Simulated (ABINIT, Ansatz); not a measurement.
**In and the functional, program beside program**

```
In
1.0
    -1.62547    1.62547    2.47370
     1.62547   -1.62547    2.47370
     1.62547    1.62547   -2.47370
In
1
Direct
  0.00000 0.00000 0.00000
```

Kept alike: task band structure; k mesh 11 × 11 × 11; occupations fermi-dirac, width 0.05 eV; no spin polarisation. The mesh is that of the run's cell of 1 atom. No spin-orbit coupling.

- A: ABINIT, JTH PAW PBE v2.0, made for PBE, cutoff 707 eV
- B: Ansatz, all-electron LAPW, scalar-relativistic

| functional | A: pressure (GPa) | B: pressure (GPa) |
| --- | --- | --- |
| LDA | -3.16 | -2.52 |
| PBE | 1.45 | 2.05 |
| PBEsol | -1.56 | -0.92 |

Pressure is positive in compression; plane-wave values hold the error of the finite cutoff. Values on potentials made for another functional: A at LDA, PBEsol. For a metal such a mesh leaves the last digits unconverged.

Q: How large is the effect of the functional, and do the programs agree on it?

A: From LDA to PBE the pressure moves by +4.61 in A, +4.57 in B (GPa). Row by row the programs differ by 0.60 to 0.64, and over this span the shifts, as printed, agree within about 1 %. Shifts from LDA: PBE +4.61, +4.57; PBEsol +1.60, +1.60; the programs' shifts differ by up to 0.04.
